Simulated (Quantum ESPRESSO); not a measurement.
GaN:

```
CELL_PARAMETERS angstrom
0.00000 2.25350 2.25350
2.25350 0.00000 2.25350
2.25350 2.25350 0.00000
ATOMIC_POSITIONS crystal
Ga 0.00000 0.00000 0.00000
N 0.25000 0.25000 0.25000
```

The cell is a database's computed one.

Base run:

| Item | Value |
| --- | --- |
| Program | Quantum ESPRESSO 7.5 |
| Functional | PBE |
| Potentials or basis | PseudoDojo 0.5 SR PBE stringent |
| Cutoff | 1551 eV |
| Density cutoff | 6204 eV |
| k mesh | 10 × 10 × 10 |
| Occupations | fermi-dirac, width 0.05 eV |
| Spin | no spin polarisation |

Its results: band gap on the k mesh 1.75 eV, direct; pressure 4.7 GPa.

**Question.** After a change of settings the same cell gave: band gap on the k mesh 1.78 eV, direct; pressure 5.4 GPa. Which change was it?
A. potentials or basis from PseudoDojo 0.5 SR PBE stringent to SG15 PBE 1.2; cutoff from 1551 eV to 1197 eV; density cutoff from 6204 eV to 4789 eV; valence electrons from 26 to 18
B. potentials or basis from PseudoDojo 0.5 SR PBE stringent to SSSP 1.3 efficiency PBE; cutoff from 1551 eV to 952 eV; density cutoff from 6204 eV to 7619 eV; valence electrons from 26 to 18
C. functional from PBE to PBEsol; potentials or basis from PseudoDojo 0.5 SR PBE stringent to PseudoDojo 0.4.1 SR PBEsol standard; cutoff from 1551 eV to 1143 eV; density cutoff from 6204 eV to 4572 eV; valence electrons from 26 to 18
D. functional from PBE to vdW-DF2; potentials or basis from PseudoDojo 0.5 SR PBE stringent to PseudoDojo 0.4.1 SR PBE standard; cutoff from 1551 eV to 1143 eV; density cutoff from 6204 eV to 4572 eV; valence electrons from 26 to 18

**Answer.** A.

Not every run made on this cell is shown here.
